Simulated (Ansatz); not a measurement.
FePt: energy against total moment

These are results of Ansatz 0.2.0, DFT PBE, scalar-relativistic, plane waves, PAW, not measurements.

```yaml
crystal:
  lattice:
    - [1.88293, 1.88293, 3.81393]
    - [1.88293, 3.81393, 1.88293]
    - [3.81393, 1.88293, 1.88293]
  atoms:
    - { symbol: Fe, position: [0.00000, 0.00000, 0.00000] }
    - { symbol: Pt, position: [0.50000, 0.50000, 0.50000] }
```

- plane-wave cutoff: 420 eV
- Γ-centred k-mesh: 18×18×18
- occupation rule: Gaussian smearing, 0.1 eV

The total moment of the cell is held at each value, at fixed atoms.

Site moments are spin moments in atom-centred spheres that scale with the neighbour distance.

```tsv
held moment (μB/cell)	E above lowest (meV/atom)	P (GPa)	site moments (μB)
0.00	?	?	?
0.50	?	?	?
1.00	292.4	-11.9	Fe +1.18, Pt -0.13
1.50	234.5	-9.6	Fe +1.72, Pt -0.14
2.00	153.1	-6.6	Fe +2.22, Pt -0.13
2.50	64.8	-3.4	Fe +2.63
3.00	0.0	-0.9	Fe +2.88, Pt +0.20
3.50	14.2	2.0	Fe +3.05, Pt +0.47
4.00	?	?	?
```

Task: Fill in the withheld rows.

Result: The withheld rows:

```csv
held moment (μB/cell),E above lowest (meV/atom),P (GPa),site moments (μB)
0.00,357.6,-14.8,none over 0.05
0.50,333.0,-13.5,"Fe +0.65, Pt -0.12"
4.00,136.7,6.3,"Fe +3.25, Pt +0.70"
```

Cost: 9 runs of about 8.2 core-minutes in all, on Intel Xeon Platinum 8259CL (Skylake/Cascade Lake) (shared hosts).